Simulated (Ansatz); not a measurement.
Run on P: DFT, PBEsol, all-electron LAPW, scalar-relativistic (Ansatz 0.2.0).

The cell is Materials Project entry mp-130, used as a structure alone.

Command: `ansatz run input.yaml --threads 1 --pin off --max-ram 2048MiB --backend cpu --events-out ev --progress --plain --runs-dir out` It took 17 s on 1 thread of Arm Neoverse V1 (shared host), peak memory 0.31 GiB.

```yaml
crystal:
  lattice:
    - [1.725725178, 0.9963478961, 3.1296800121]
    - [-1.725725178, 0.9963478961, 3.1296800121]
    - [0.0, -1.9926957921, 3.1296800121]
  atoms:
    - { symbol: P, position: [0.22708025, 0.22708025, 0.22708025] }
    - { symbol: P, position: [0.77291975, 0.77291975, 0.77291975] }
kpoints:
  mp_grid: { grid: [11, 11, 11] }
scf:
  occupations: { method: fermi_dirac, width: 0.05 }
hamiltonian:
  xc: pbesol
  pseudopotentials: { kind: all_electron, lapw: { basis_error: 0.001 } }
output:
  forces: true
  stress: true
  eigenvalues: true
  populations: true
```

Output:

```
P: projections on atomic orbitals take those of the free atom 1s2 2s2 2p6 3s2 3p3, of charge +0.00 (hamiltonian.pseudopotentials.projection_atoms)
LAPW: plane waves up to 7.596 Å⁻¹, error target 1.0e-3 eV per atom; small_component_spin mean_spin; P in spheres of 1.146 Å, 13 of its electrons in bands, Dirac shells [] (how accurate: hamiltonian.pseudopotentials.lapw.basis_error, Limitations)
Engine: ansatz 0.2.0
Pseudopotentials: kind: all_electron
Pseudopotential: P, LAPW, valence charge 13, lapw/all_electron/scalar/gaussian/P, Koelling and Harmon's equation, gaussian nucleus
Functional definition: PBEsol
  exchange = pbesol_x
  correlation = pbesol_c
Crystal: 2 atoms, lattice volume = 32.287 Å³
Basis set: ecut = 219.83612145329224 eV, 235 PW (Γ), exchange–correlation at level 2
Bands: 17, of which v1, the nominal top of the filled ones, is band 13 counted from 1 (12 counted from 0)
Symmetry: 12 space group operations
Space group: R-3m (ITA 166), of the structure as read, at distance tolerance 3.2e-5 Å
k-points: 146 of 1331
Non-local potential: P, projectors of the file, none
Initial density: superposition of atomic densities (chi_scale 0.1, normalization cell)
Initial wavefunctions: plane waves of lowest kinetic energy (no species holds an atomic orbital)
Functional: x = pbesol(κ = 0.804, μ = 0.12345679012345678), c = pbesol(β = 0.046)
iter 1 solved again at ethr=7.90e-4 eV; its pass at ethr=1.00e-1 eV (dr2=2.05e-1 eV) is discarded
SCF iter   1: F=—  HF=-18586.786288 eV  |F-HF|=—  |Δ(HF+E_count)|=         —  Δρ=3.12e-2  dr2=2.06e-1  ethr=7.90e-4  ⟨swp⟩=2.2  Hψ=17228  notcnv=0
preconditioner: auto → Kerker (q_TF=auto, 2.632 Å⁻¹)  [metal: Δε(μ)=0.032 eV  Ē_g=10.862 eV  σ=0.050 eV  W_gap=0.15  n_scr=14 (ndim 8)  ℏωp=20.7 eV  f_vac=0.000  D(μ)=0.35/eV (n_scr^D=0)]
SCF iter   2: F=—  HF=-18586.757520 eV  |F-HF|=—  |Δ(HF+E_count)|=   2.88e-2  Δρ=1.99e-2  dr2=9.62e-2  ethr=7.90e-4  ⟨swp⟩=2.0  Hψ=6458  notcnv=0
iter 3 solved again at ethr=1.46e-5 eV; its pass at ethr=3.70e-4 eV (dr2=3.80e-3 eV) is discarded
SCF iter   3: F=—  HF=-18586.736244 eV  |F-HF|=—  |Δ(HF+E_count)|=   2.13e-2  Δρ=2.93e-3  dr2=3.78e-3  ethr=1.46e-5  ⟨swp⟩=2.0  Hψ=12001  notcnv=0
SCF iter   4: F=—  HF=-18586.736398 eV  |F-HF|=—  |Δ(HF+E_count)|=         —  Δρ=9.96e-4  dr2=3.94e-4  ethr=1.45e-5  ⟨swp⟩=2.0  Hψ=6450  notcnv=0
the basis was enlarged: its passes take 226.5 KiB over the memory plan, 1 of 1 planned eigensolver slots
SCF iter   5: F=—  HF=-18586.736429 eV  |F-HF|=—  |Δ(HF+E_count)|=   3.12e-5  Δρ=2.83e-4  dr2=2.36e-5  ethr=1.51e-6  ⟨swp⟩=2.0  Hψ=6455  notcnv=0
SCF iter   6: F=—  HF=-18586.736441 eV  |F-HF|=—  |Δ(HF+E_count)|=   1.12e-5  Δρ=5.71e-5  dr2=9.24e-7  ethr=9.07e-8  ⟨swp⟩=2.5  Hψ=6537  notcnv=0
SCF iter   7: F=-18586.736441 eV  HF=-18586.736441 eV  |F-HF|=1.42e-8  |Δ(HF+E_count)|=   3.11e-8  Δρ=8.32e-6  dr2=2.35e-8  ethr=3.55e-9  ⟨swp⟩=2.7  Hψ=6585  notcnv=0
SCF 1 converged in 7 iterations: F = -18586.736441 eV  dr2 = 2.35e-8
SCF converged after 7 iterations
Free energy (F): -18586.736441 eV
Harris-Foulkes:  -18586.736441 eV  (|F-HF|=1.42e-8)
Internal energy: -18586.733574 eV  (E = F + TS)
E sigma→0 (E₀):  -18586.735007 eV
Entropy (-TS):   -0.002867 eV (-1.433 meV/atom)
Fermi energy:    11.380650 eV
--- Per-component energies (eV) ---
  E_band       = -1896.183067
  E_kinetic    = 18647.697894
  E_xc         = -1230.885857
  E_electrostatic = -36003.545611  (all electrons and nuclei)
  E_smearing   = -0.002867  (= −TS)
  E_closure    = 0.000000  (closes the sum)
  E_atoms      = -18575.207870  (free atoms, spherical and without spin; not in F)
  Σ components = -18586.736441   (vs F -18586.736441, Δ=0.00e0)
  Basis errors (estimates in eV, not in F): energy 5.3e-4 per atom: plane waves 4.9e-4 (2.8e-4 summed), levels above the bands 5.9e-47, relativity 1.1e-8, radial functions 3.5e-5, core shells 1.1e-10; eigenvalues (radial functions only) 8.5e-7; not estimated: angular momenta, meshes, grids; target (lapw.basis_error) 1.0e-3; muffin-tin radii P 1.146 Å
--- Forces (eV/Å), atoms counted from 1 ---
  atom   1  P      0.00000000     0.00000000     0.31074184
  atom   2  P      0.00000000    -0.00000000    -0.31074184
  max |Σ_I F_I| component: 0.00e0 eV/Å
--- Stress (GPa, compression-positive) ---
       -1.398875       0.000000       0.000000
        0.000000      -1.398875      -0.000000
        0.000000      -0.000000      -2.529109
  P = ⅓ Tr σ = -1.7756 GPa (-17.756 kbar)
--- Band table (eV; the first three rows and the last of 146) ---
  k-point 0: bands = ["-158.0166", "-158.0143", "-108.7814", "-108.7814", "-108.7756", "-108.7756", "-108.7495", "-108.7459", "-5.1716", "7.7834", "8.2208", "8.4788", "8.4788", "12.6472", "13.9713", "13.9713", "17.0906"]
  k-point 1: bands = ["-158.0165", "-158.0143", "-108.7814", "-108.7813", "-108.7757", "-108.7756", "-108.7494", "-108.7460", "-5.0374", "6.6078", "8.1746", "8.3704", "9.0924", "13.0203", "13.9538", "13.9613", "16.2511"]
  k-point 2: bands = ["-158.0164", "-158.0144", "-108.7815", "-108.7811", "-108.7760", "-108.7755", "-108.7491", "-108.7461", "-4.6367", "4.8572", "7.9841", "8.1168", "9.7042", "12.9729", "13.5454", "13.8127", "15.9307"]
  k-point 145: bands = ["-158.0165", "-158.0144", "-108.7813", "-108.7812", "-108.7758", "-108.7757", "-108.7491", "-108.7463", "-3.1192", "0.5725", "7.3937", "8.2264", "10.7115", "11.6809", "12.4730", "14.4449", "18.9982"]
--- Löwdin populations: 2 sites ---
  site symbol       q [e]
     0      P     14.9235
     1      P     14.9235
  spilling = 0.005098 (of n_electrons = 30.000000)
```

populations.tsv:

```
# site	symbol	l	j	q
# orbitals = lowdin
# n_electrons = 30.000000
# spilling = 0.005098
# projection_atom_P: 1s2 2s2 2p6 3s2 3p3
0	P	0_1S	-	1.999935
0	P	0_2S	-	1.995288
0	P	0_3S	-	1.653321
0	P	1_2P	-	5.998802
0	P	1_3P	-	3.276180
1	P	0_1S	-	1.999935
1	P	0_2S	-	1.995288
1	P	0_3S	-	1.653321
1	P	1_2P	-	5.998802
1	P	1_3P	-	3.276180
```

Next run (one bond, the shortest of the undistorted cell, set to 2.155 Å), as changes to the input before:

```diff
   atoms:
-    - { symbol: P, position: [0.22708025, 0.22708025, 0.22708025] }
-    - { symbol: P, position: [0.77291975, 0.77291975, 0.77291975] }
+    - { symbol: P, position: [0.213455435, 0.213455435, 0.243455435] }
+    - { symbol: P, position: [0.786544565, 0.786544565, 0.756544565] }
 kpoints:
```

Results part of the output:

```
SCF 1 converged in 7 iterations: F = -18586.643371 eV  dr2 = 2.54e-8
SCF converged after 7 iterations
Free energy (F): -18586.643371 eV
Harris-Foulkes:  -18586.643371 eV  (|F-HF|=1.21e-8)
Internal energy: -18586.640760 eV  (E = F + TS)
E sigma→0 (E₀):  -18586.642065 eV
Entropy (-TS):   -0.002610 eV (-1.305 meV/atom)
Fermi energy:    11.222336 eV
--- Per-component energies (eV) ---
  E_band       = -1896.908578
  E_kinetic    = 18649.418774
  E_xc         = -1231.241999
  E_electrostatic = -36004.817535  (all electrons and nuclei)
  E_smearing   = -0.002610  (= −TS)
  E_closure    = 0.000000  (closes the sum)
  E_atoms      = -18575.207870  (free atoms, spherical and without spin; not in F)
  Σ components = -18586.643371   (vs F -18586.643371, Δ=0.00e0)
  Basis errors (estimates in eV, not in F): energy 5.2e-4 per atom: plane waves 4.8e-4 (2.8e-4 summed), levels above the bands 5.1e-47, relativity 1.4e-8, radial functions 4.0e-5, core shells 4.0e-11; eigenvalues (radial functions only) 5.8e-7; not estimated: angular momenta, meshes, grids; target (lapw.basis_error) 1.0e-3; muffin-tin radii P 1.078 Å
--- Forces (eV/Å), atoms counted from 1 ---
  atom   1  P      0.00000000     0.95443809     1.03712403
  atom   2  P     -0.00000000    -0.95443809    -1.03712403
  max |Σ_I F_I| component: 2.22e-16 eV/Å
--- Stress (GPa, compression-positive) ---
       -0.110881      -0.000000      -0.000000
       -0.000000       3.483988       4.026594
       -0.000000       4.026594       0.374865
  P = ⅓ Tr σ = 1.2493 GPa (12.493 kbar)
--- Band table (eV; the first three rows and the last of 366) ---
  k-point 0: bands = ["-158.0131", "-158.0098", "-108.7800", "-108.7756", "-108.7713", "-108.7699", "-108.7397", "-108.7343", "-5.3114", "7.7295", "7.8145", "8.5097", "8.6915", "12.2068", "13.0823", "14.4173", "16.8694"]
  k-point 1: bands = ["-158.0131", "-158.0099", "-108.7799", "-108.7757", "-108.7712", "-108.7701", "-108.7396", "-108.7343", "-5.1766", "6.4171", "7.9090", "8.5363", "9.1171", "12.6676", "13.2418", "14.3968", "16.1389"]
  k-point 2: bands = ["-158.0129", "-158.0101", "-108.7795", "-108.7759", "-108.7710", "-108.7706", "-108.7394", "-108.7344", "-4.7733", "4.6239", "7.7397", "8.1904", "9.7421", "12.9362", "13.3097", "14.3523", "15.5155"]
  k-point 365: bands = ["-158.0130", "-158.0099", "-108.7799", "-108.7755", "-108.7715", "-108.7700", "-108.7394", "-108.7346", "-3.4272", "0.8377", "7.0957", "7.9996", "10.4797", "12.1063", "12.2344", "14.4950", "18.9522"]
--- Löwdin populations: 2 sites ---
  site symbol       q [e]
     0      P     14.9175
     1      P     14.9175
  spilling = 0.005501 (of n_electrons = 30.000000)
```

Next run (one bond, the shortest of the undistorted cell, set to 1.880 Å), as changes to the input before:

```diff
   atoms:
-    - { symbol: P, position: [0.213455435, 0.213455435, 0.243455435] }
-    - { symbol: P, position: [0.786544565, 0.786544565, 0.756544565] }
+    - { symbol: P, position: [0.186205805, 0.186205805, 0.276205805] }
+    - { symbol: P, position: [0.813794195, 0.813794195, 0.723794195] }
 kpoints:
```

Command: `ansatz run input.yaml --threads 1 --pin off --max-ram 2048MiB --backend cpu --events-out ev --progress --plain --runs-dir out` It took 72 s on 1 thread of Arm Neoverse V1 (shared host), peak memory 0.74 GiB.

Results part of the output:

```
SCF 1 converged in 7 iterations: F = -18585.684475 eV  dr2 = 5.28e-8
SCF converged after 7 iterations
Free energy (F): -18585.684475 eV
Harris-Foulkes:  -18585.684475 eV  (|F-HF|=2.68e-9)
Internal energy: -18585.678063 eV  (E = F + TS)
E sigma→0 (E₀):  -18585.681269 eV
Entropy (-TS):   -0.006413 eV (-3.206 meV/atom)
Fermi energy:    10.570083 eV
--- Per-component energies (eV) ---
  E_band       = -1899.371151
  E_kinetic    = 18657.909999
  E_xc         = -1232.614607
  E_electrostatic = -36010.973455  (all electrons and nuclei)
  E_smearing   = -0.006413  (= −TS)
  E_closure    = 0.000000  (closes the sum)
  E_atoms      = -18575.207870  (free atoms, spherical and without spin; not in F)
  Σ components = -18585.684475   (vs F -18585.684475, Δ=0.00e0)
  Basis errors (estimates in eV, not in F): energy 5.2e-4 per atom: plane waves 4.7e-4 (2.9e-4 summed), levels above the bands 1.6e-53, relativity 2.2e-8, radial functions 4.5e-5, core shells 1.3e-12; eigenvalues (radial functions only) 5.1e-7; not estimated: angular momenta, meshes, grids; target (lapw.basis_error) 1.0e-3; muffin-tin radii P 0.940 Å
--- Forces (eV/Å), atoms counted from 1 ---
  atom   1  P      0.00000000     5.36892458     3.73062125
  atom   2  P     -0.00000000    -5.36892458    -3.73062125
  max |Σ_I F_I| component: 0.00e0 eV/Å
--- Stress (GPa, compression-positive) ---
       -0.549860       0.000000      -0.000000
        0.000000      38.602415      22.545682
       -0.000000      22.545682      12.889323
  P = ⅓ Tr σ = 16.9806 GPa (169.806 kbar)
--- Band table (eV; the first three rows and the last of 366) ---
  k-point 0: bands = ["-158.0073", "-157.9932", "-108.7733", "-108.7537", "-108.7532", "-108.7507", "-108.7291", "-108.6860", "-5.7800", "6.2862", "7.7588", "9.0458", "9.2955", "10.9591", "11.2265", "15.4462", "16.9995"]
  k-point 1: bands = ["-158.0072", "-157.9933", "-108.7731", "-108.7539", "-108.7537", "-108.7502", "-108.7290", "-108.6859", "-5.6505", "5.5692", "7.5512", "8.9026", "9.2497", "11.5726", "11.7275", "15.2850", "16.4537"]
  k-point 2: bands = ["-158.0070", "-157.9934", "-108.7727", "-108.7546", "-108.7544", "-108.7493", "-108.7290", "-108.6859", "-5.2650", "4.0166", "7.3166", "8.2599", "9.5481", "12.4072", "12.5403", "15.1863", "15.6592"]
  k-point 365: bands = ["-158.0072", "-157.9933", "-108.7732", "-108.7541", "-108.7534", "-108.7503", "-108.7289", "-108.6860", "-4.2133", "1.1753", "6.0147", "8.2183", "9.5805", "11.6880", "13.2692", "14.6349", "18.6891"]
--- Löwdin populations: 2 sites ---
  site symbol       q [e]
     0      P     14.8968
     1      P     14.8968
  spilling = 0.006877 (of n_electrons = 30.000000)
```

Next run (one bond, the shortest of the undistorted cell, set to 1.743 Å), as changes to the input before:

```diff
   atoms:
-    - { symbol: P, position: [0.186205805, 0.186205805, 0.276205805] }
-    - { symbol: P, position: [0.813794195, 0.813794195, 0.723794195] }
+    - { symbol: P, position: [0.17258099, 0.17258099, 0.29258099] }
+    - { symbol: P, position: [0.82741901, 0.82741901, 0.70741901] }
 kpoints:
```

Command: `ansatz run input.yaml --threads 1 --pin off --max-ram 2048MiB --backend cpu --events-out ev --progress --plain --runs-dir out` It took 100 s on 1 thread of Arm Neoverse V1, with other jobs on the host, peak memory 0.89 GiB.

Results part of the output:

```
SCF 1 converged in 8 iterations: F = -18584.420491 eV  dr2 = 1.48e-8
SCF converged after 8 iterations
Free energy (F): -18584.420491 eV
Harris-Foulkes:  -18584.420491 eV  (|F-HF|=4.33e-10)
Internal energy: -18584.414037 eV  (E = F + TS)
E sigma→0 (E₀):  -18584.417264 eV
Entropy (-TS):   -0.006454 eV (-3.227 meV/atom)
Fermi energy:    10.175714 eV
--- Per-component energies (eV) ---
  E_band       = -1899.751370
  E_kinetic    = 18667.845544
  E_xc         = -1233.988135
  E_electrostatic = -36018.271447  (all electrons and nuclei)
  E_smearing   = -0.006454  (= −TS)
  E_closure    = 0.000000  (closes the sum)
  E_atoms      = -18575.207870  (free atoms, spherical and without spin; not in F)
  Σ components = -18584.420491   (vs F -18584.420491, Δ=0.00e0)
  Basis errors (estimates in eV, not in F): energy 5.3e-4 per atom: plane waves 4.9e-4 (3.0e-4 summed), levels above the bands 4.9e-58, relativity 5.6e-8, radial functions 4.5e-5, core shells 2.0e-11; eigenvalues (radial functions only) 6.9e-7; not estimated: angular momenta, meshes, grids; target (lapw.basis_error) 1.0e-3; muffin-tin radii P 0.871 Å
--- Forces (eV/Å), atoms counted from 1 ---
  atom   1  P      0.00000000    10.54739795     6.68449688
  atom   2  P     -0.00000000   -10.54739795    -6.68449688
  max |Σ_I F_I| component: 1.78e-15 eV/Å
--- Stress (GPa, compression-positive) ---
        0.819504       0.000000       0.000000
        0.000000      79.662579      43.303711
        0.000000      43.303711      26.170540
  P = ⅓ Tr σ = 35.5509 GPa (355.509 kbar)
--- Band table (eV; the first three rows and the last of 366) ---
  k-point 0: bands = ["-157.9376", "-157.9029", "-108.7188", "-108.6675", "-108.6592", "-108.6473", "-108.6464", "-108.5610", "-6.0786", "5.7248", "7.6452", "9.3487", "9.6812", "10.2459", "10.2868", "15.9410", "17.3283"]
  k-point 1: bands = ["-157.9376", "-157.9029", "-108.7187", "-108.6677", "-108.6594", "-108.6471", "-108.6463", "-108.5610", "-5.9553", "5.1314", "7.4578", "8.9428", "9.1836", "11.0897", "11.1579", "15.6271", "16.8409"]
  k-point 2: bands = ["-157.9375", "-157.9030", "-108.7185", "-108.6682", "-108.6600", "-108.6465", "-108.6461", "-108.5610", "-5.5901", "3.7429", "7.1955", "8.1495", "9.2171", "12.1684", "12.2337", "15.2734", "16.2010"]
  k-point 365: bands = ["-157.9376", "-157.9029", "-108.7188", "-108.6678", "-108.6594", "-108.6471", "-108.6461", "-108.5610", "-4.6622", "1.2726", "5.6287", "8.2420", "9.0745", "11.4676", "13.7534", "14.8660", "18.5061"]
--- Löwdin populations: 2 sites ---
  site symbol       q [e]
     0      P     14.8861
     1      P     14.8861
  spilling = 0.007592 (of n_electrons = 30.000000)
```
